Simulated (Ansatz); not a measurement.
Set up this calculation in Ansatz 0.2.0, as the native input.

- Task: single point
- Functional: PBE
- Potentials or basis: all-electron LAPW, scalar-relativistic
- Cutoff: 155 eV (chosen from the basis error)
- Basis error allowed: 0.001 eV/atom
- k mesh: 4 × 4 × 4
- Occupations: fermi-dirac, width 0.03 eV
- Spin: no spin polarisation

Crystal: PbS.

```
Pb S
1.0
     3.65366    0.00000    0.00000
     0.00000    3.65366    0.00000
     0.00000    0.00000    3.65366
Pb S
1 1
Direct
  0.00000 0.00000 0.00000
  0.50000 0.50000 0.50000
```

Measurements of this composition are mostly on another form, of space group No. 225.

One way to write it, as run:

input.yaml

```yaml
crystal:
  lattice:
    - [3.653659, 0.0, 0.0]
    - [0.0, 3.653659, 0.0]
    - [0.0, 0.0, 3.653659]
  atoms:
    - { symbol: Pb, position: [0.0, 0.0, 0.0] }
    - { symbol: S, position: [0.5, 0.5, 0.5] }
kpoints:
  mp_grid: { grid: [4, 4, 4] }
scf:
  occupations: { method: fermi_dirac, width: 0.03 }
hamiltonian:
  xc: pbe
  pseudopotentials: { kind: all_electron, lapw: { basis_error: 0.001 } }
output:
  forces: true
  stress: true
  eigenvalues: true
```

Potentials or basis: all-electron LAPW, scalar-relativistic.

The run is started by

```console
$ ansatz run input.yaml --threads 1 --pin off --max-ram 3072MiB --backend cpu --events-out ev --progress --plain --runs-dir out
```

It gave:

- Pressure: -0.6 GPa
- Band gap on the k mesh: none (metal or under the smearing width)

Caveat: the k mesh is coarse (spacing up to 0.43 Å⁻¹), so the values aren't converged; the k mesh is thin for a metal, which can move the energy by tens of meV per atom.

It took 12 s on 1 thread of Intel(R) Xeon(R) Processor @ 2.50GHz (Skylake/Cascade Lake) (shared host), peak memory 0.26 GiB.
